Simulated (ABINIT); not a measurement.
Nb:

```
Nb
1.0
    -1.66395    1.66395    1.66395
     1.66395   -1.66395    1.66395
     1.66395    1.66395   -1.66395
Nb
1
Direct
  0.00000 0.00000 0.00000
```

```yaml
Program: ABINIT 10.8.3 (patched build)
Task: relaxation of cell and atoms
Functional: AM05
Potentials_or_basis: JTH PAW PBE v2.0
Cutoff: 435 eV
k_mesh: 8 × 8 × 8
Occupations: fermi-dirac, width 0.05 eV
Spin: no spin polarisation
```

At the start: pressure -8.5 GPa; volume 18.43 Å³/atom.

Problem. Where does the relaxation end?

Solution. Over 5 steps the energy falls by 24.8 meV/atom and the volume is 17.54 Å³/atom (-4.8 %); space group Im-3m (No. 229, to 0.05 Å).

The path:
| step | energy change (eV) | largest force (eV/Å) | pressure (GPa) | volume (Å³) |
| --- | --- | --- | --- | --- |
| 1 | 0.0000 | 0.0000 | -8.54 | 18.43 |
| 2 | -0.0192 | 0.0000 | -4.23 | 17.95 |
| 3 | -0.0247 | 0.0000 | 0.26 | 17.51 |
| 4 | -0.0248 | 0.0000 | -0.01 | 17.54 |
| 5 | -0.0248 | 0.0000 | 0.00 | 17.54 |

Final structure:
```
Nb
1.0
    -1.63667    1.63667    1.63667
     1.63667   -1.63667    1.63667
     1.63667    1.63667   -1.63667
Nb
1
Direct
  0.00000 0.00000 0.00000
```

Caveat: the PAW data sets were made with another functional, which shifts forces and pressure a little.
